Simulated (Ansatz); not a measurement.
## BaTiO₃, one structure, two calculations

Cell: an entry of the Crystallography Open Database (COD) whose atoms were relaxed with PBE, the cell held.

```xyz
5
Lattice="2.8277 1.6326 2.3177 -2.8277 1.6326 2.3177 0.0000 -3.2651 2.3177" Properties=species:S:1:pos:R:3 pbc="T T T"
Ba    0.0000    0.0000   -0.0136
Ti    0.0000    0.0000    3.3818
O     0.0000    1.6110    2.4032
O    -1.3952   -0.8055    2.4032
O     1.3952   -0.8055    2.4032
```

Atoms are numbered from 1 in the order listed; like atoms form one site, named after its first atom.

First run. The numbers come from a DFT calculation in Ansatz (PBE, plane waves and PAW, scalar-relativistic, 420 eV cutoff, Γ-centred 8×8×8 k-points, Fermi–Dirac smearing 0.02 eV).

| site | atom | V_zz (10²¹ V/m²) | η |
| --- | --- | --- | --- |
| Ba | 1 | 0.31 | 0.00 |
| Ti | 2 | 1.07 | 0.00 |
| O | 3 | 2.21 | 0.01 |

Second run. The same atoms and settings, except that spin–orbit coupling is included (fully relativistic PAW files).

**Question.** Given the first result, estimate the second.

**Answer.** 

```
site  atom  V_zz     η  change of V_zz
  Ba     1  0.31  0.00            0.00
  Ti     2  1.07  0.00            0.00
   O     3  2.21  0.01            0.00
```

No V_zz moves by more than 0.01.

At this cell the principal stresses reach 5 GPa in size with PBE, which can matter for small gradients.
